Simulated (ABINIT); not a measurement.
The system is ZrS.

```
Zr S
1.0
     0.00000    2.62500    2.62500
     2.62500    0.00000    2.62500
     2.62500    2.62500    0.00000
Zr S
1 1
Direct
  0.00000 0.00000 0.00000
  0.50000 0.50000 0.50000
```

Program: ABINIT 10.8.3 (patched build). Alike in all runs: level LDA; no spin polarisation; cell as given; smearing fermi-dirac 0.05 eV. Hardware: 1 thread of Arm Neoverse V1 (shared host).

Order these runs on this cell by their wall time, lowest first.
A. task band structure; potentials or basis JTH PAW LDA v2.0; k mesh 9 × 9 × 9; cutoff (eV) 544; fine-grid cutoff 1088.46 eV; mesh quality not flagged
B. task single point; potentials or basis JTH PAW LDA v2.0; k mesh 5 × 5 × 5; cutoff (eV) 544; fine-grid cutoff 1088.46 eV; mesh quality coarse
C. task band structure; potentials or basis PseudoDojo NC SR LDA v0.4.1 standard; k mesh 9 × 9 × 9; cutoff (eV) 952; mesh quality not flagged

B (5.2 s), A (40 s), C (150 s).

Caveats: some runs use coarse meshes.

Not every run made on this cell is shown here.
